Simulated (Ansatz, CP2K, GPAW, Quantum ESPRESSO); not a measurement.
# One calculation of WC, 5 ways

```
W C
1.0
     2.90650    0.00000    0.00000
    -1.45325    2.51710    0.00000
     0.00000    0.00000    2.83660
W C
1 1
Direct
  0.00000 0.00000 0.00000
  0.66667 0.33333 0.50000
```

Alike in all runs: task band structure; functional LDA; k mesh 10 × 10 × 9; occupations fermi-dirac, width 0.05 eV; no spin polarisation; no spin-orbit coupling. LDA stands for any of its common fits. Pressure is positive in compression and, in plane waves, holds the error of the finite cutoff.

```csv
program and potentials,plane-wave cutoff (eV),notes,pressure (GPa)
"Quantum ESPRESSO, GBRV 1.5 LDA",762,-,-8.66
"CP2K, POTENTIAL_UZH W GTH-PBE-q14, C GTH-PBE-q4; TZVP-MOLOPT-PBE-GTH basis",-,atomic basis; potentials made for PBE,-6.47
"Quantum ESPRESSO, PseudoDojo 0.4.1 SR LDA standard",1116,-,-10.53
"GPAW, the program's PAW data sets (release 1.2.1) made for this functional",800,-,-11.56
"Ansatz, all-electron LAPW, scalar-relativistic",-,-,-9.75
```

The pressure spans -11.56 (GPAW, the program's PAW data sets (release 1.2.1) made for this functional) to -6.47 GPa (CP2K, POTENTIAL_UZH W GTH-PBE-q14, C GTH-PBE-q4; TZVP-MOLOPT-PBE-GTH basis), with all-electron results at -9.75. Rows in atomic bases carry the error of their basis and grid, which can be large.

Differences between rows come from potentials, basis sets and numerical settings, since the functional is the same but for its coding. Runs on potential files found faulty are left out.
